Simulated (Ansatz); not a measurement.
## C: equation of state with PBE

The system is C.

```
C
1.0
     2.52210    0.00000    0.00000
    -1.26105    2.18420    0.00000
     0.00000    0.00000    8.23710
C
8
Cartesian
  1.2611 0.7281 6.9501
  0.0000 1.4561 2.8315
  1.2611 0.7281 5.4056
  0.0000 1.4561 1.2870
  0.0000 0.0000 7.4649
  0.0000 0.0000 3.3463
  0.0000 0.0000 4.8908
  0.0000 0.0000 0.7722
```

This is a hexagonal form of diamond, not graphite.

- Program: Ansatz 0.2.0
- Task: equation of state
- Functional: PBE
- Potentials or basis: PseudoDojo standard
- Cutoff: 1116 eV
- Density cutoff: 4463 eV
- k mesh: 12 × 12 × 4
- Occupations: fermi-dirac, width 0.05 eV
- Spin: no spin polarisation

| Property | Result |
| --- | --- |
| Equilibrium volume | 5.71 Å³/atom |
| Bulk modulus at fixed shape and positions | 433 GPa |
| Pressure derivative of the bulk modulus | 3.7 |

Energy against volume, from the lowest point:
```tsv
volume (Å³/atom)	energy (meV/atom)
5.332	36.63
5.445	17.08
5.559	5.09
5.672	0.00
5.785	1.18
5.899	8.07
6.012	20.17
```

All runs of the series together: 39 s on 2 threads of Arm Neoverse V1, on a shared host.

Caveat: the cell was scaled at fixed shape and fractional positions, which overstates the stiffness of a crystal with free parameters, most of all of layers and chains.
